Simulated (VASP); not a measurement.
Given:

```
CELL_PARAMETERS angstrom
      4.18821     0.00000     0.00000
      0.00000     4.18821     0.00000
      0.00000     0.00000     4.18821
ATOMIC_POSITIONS crystal
  Ba 0.00000 0.00000 0.00000
  Sn 0.50000 0.50000 0.50000
  O  0.50000 0.00000 0.50000
  O  0.00000 0.50000 0.50000
  O  0.50000 0.50000 0.00000
```

Computed with PBE GGA, VASP's PBE PAW potentials (set 64) (plane waves; VASP). Numerical set-up: 520 eV cut-off, 6×6×6 Γ-centred mesh, tetrahedra with Blöchl corrections, potentials Ba_sv Sn_d O.

The cores are frozen, which limits the accuracy of field gradients.

**Question.** Give the principal components of the electric field gradient (V/Å²) and the asymmetry η at each nucleus.

**Answer.** 
| atom | Vxx | Vyy | Vzz | η |
|---|---|---|---|---|
| Ba1 | 0.0 | 0.0 | 0.0 | - |
| Sn2 | 0.0 | 0.0 | 0.0 | - |
| O3 | -56.8 | -56.8 | 113.6 | 0.00 |
| O4 | -56.8 | -56.8 | 113.6 | 0.00 |
| O5 | -56.8 | -56.8 | 113.6 | 0.00 |

The compound is BaSnO3 in the cubic perovskite structure. It was relaxed first, which changed the volume by +5 %.
